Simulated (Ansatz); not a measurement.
# Se (R-3): the band gap by level of theory

All numbers come from the plane-wave code Ansatz. Non-magnetic throughout; all numbers are computed.

Structure: a 6-atom cell of Se (R-3) from a materials database, at its r2SCAN+rVV10 minimum. Space group R-3 (No. 148), trigonal; a = 11.249 Å, c = 4.466 Å in the conventional setting, 27.19 Å³ an atom. Se has 2 Se at 2.37 Å.

Relaxed lattice by functional, symmetry kept:
```json
{"functional": "PBE-D3(BJ)", "k mesh": "6×6×6", "a (Å)": "10.855", "c (Å)": "4.441", "volume (Å³/atom)": "25.17"}
{"functional": "r2SCAN+rVV10", "k mesh": "6×6×6", "a (Å)": "11.249", "c (Å)": "4.466", "volume (Å³/atom)": "27.19"}
{"functional": "PBE-D4", "k mesh": "6×6×6", "a (Å)": "10.855", "c (Å)": "4.409", "volume (Å³/atom)": "25.00"}
```

Band edges at fixed r2SCAN+rVV10 geometry:

| level | k mesh | gap (eV) | kind | edges | least direct gap (eV) | rough cost |
| --- | --- | --- | --- | --- | --- | --- |
| LDA | 6×6×6 | 1.03 | indirect | T → (0.151, 0.219, -0.232) | 1.25 | 25 core-seconds |
| PBE+SOC | 6×6×6 | 1.15 | indirect | T → (0.151, 0.219, -0.232) | 1.36 | 4 core-minutes |
| r2SCAN | 6×6×6 | 1.44 | indirect | T → (0.151, 0.219, -0.232) | 1.68 | 70 core-seconds |
| HSE06 | 4×4×4 | 2.03 | indirect | T → (0.151, 0.219, -0.232) | 2.25 | 12 core-minutes |
| DDH-PBE0 | 4×4×4 | 1.68 | indirect | T → (0.151, 0.219, -0.232) | 1.89 | 16 core-minutes |
| PBE0 | 4×4×4 | 2.72 | indirect | T → (0.151, 0.219, -0.232) | 2.91 | 11 core-minutes |

PBE+SOC: smearing of 0.02 eV; the others have fixed occupations.
Wave cutoffs: 420 eV, 500 eV (r2SCAN).
Points off the special ones are mesh points or PBE's searched band edges, reused at the other levels. PBE's own run along the path (1.24 eV) came before the search for the edges and missed one, so it isn't listed. Run but not listed, since they were read on a mesh alone, on too coarse a mesh, or into states of the vacuum: LC-ωPBE.
Costs come from shared machines and give only the order. The runs had 4 threads of Arm Neoverse V1, on a shared host.

With HSE06 the valence top lies at T and the conduction bottom at k = (0.151, 0.219, -0.232), 2.03 eV higher; the smallest vertical gap, at k = (0.151, 0.219, -0.232), is 2.25 eV.

All these functionals give a gap of the same kind, indirect.

Only the levels marked +SOC include spin-orbit coupling.

Coordinates of k points refer to the reciprocal vectors of the primitive cell of the runs.

The meshes of the hybrids are coarse, so their gaps aren't converged to the digits shown.
